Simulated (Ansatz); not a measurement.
Reactions of C₈H₁₄O₂, SMILES `CC(=O)OC1CCCCC1`.

Gas-phase electronic energies from Ansatz, PBE0-D4/def2-TZVP geometries. CCSD(T)/CBS is the MP2 limit (def2-TZVPP, def2-QZVPP) plus CCSD(T) − MP2 in def2-TZVPP, frozen cores. This one scheme is used for every species, atoms too. Functionals use def2-TZVPP. No spin–orbit coupling; open shells (•) take unrestricted orbitals. Spin–orbit coupling would lower the free atoms: a little for C, O. One conformer a species, not always the lowest.

```tsv
reaction	ωB97X-V (kcal/mol)	PBE-D4 (kcal/mol)
`CC(=O)OC1CCCCC1` → `CC(=O)C(C(C)=O)C(C)C`	12.2	9.1
`CC(=O)OC1CCCCC1` → `CCCC(C(C)=O)C(C)=O`	13.7	10.4
`CC(=O)OC1CCCCC1` + `CC` → `CCC1CCCCC1` + `CC(=O)O`	-10.3	-11.0
`CC(=O)OC1CCCCC1` + `CNC` → `CC(=O)N(C)C` + `OC1CCCCC1`	-6.5	-8.4
`CC(=O)OC1CCCCC1` → `CC1CCCCC1` + `O=C=O`	-13.9	-16.9
`CC(=O)OC1CCCCC1` + `COCO` → `COCOC(C)=O` + `OC1CCCCC1`	-2.6	-2.7
`CC(=O)OC1CCCCC1` → 8 C• + 14 H• + 2 O•	2440.6	2499.4
`CC(=O)OC1CCCCC1` + H₂ → `C1CCCCC1` + `CC(=O)O`	-17.5	-18.0
```

Give the CCSD(T)/CBS values in the same order. (Best estimate.)

The calculation gave: 10.3, 12.1, -11.6, -7.2, -15.9, -2.6, 2432.2, -17.9 kcal/mol.

Largest T1 diagnostic: 0.018, for `O=C=O`.
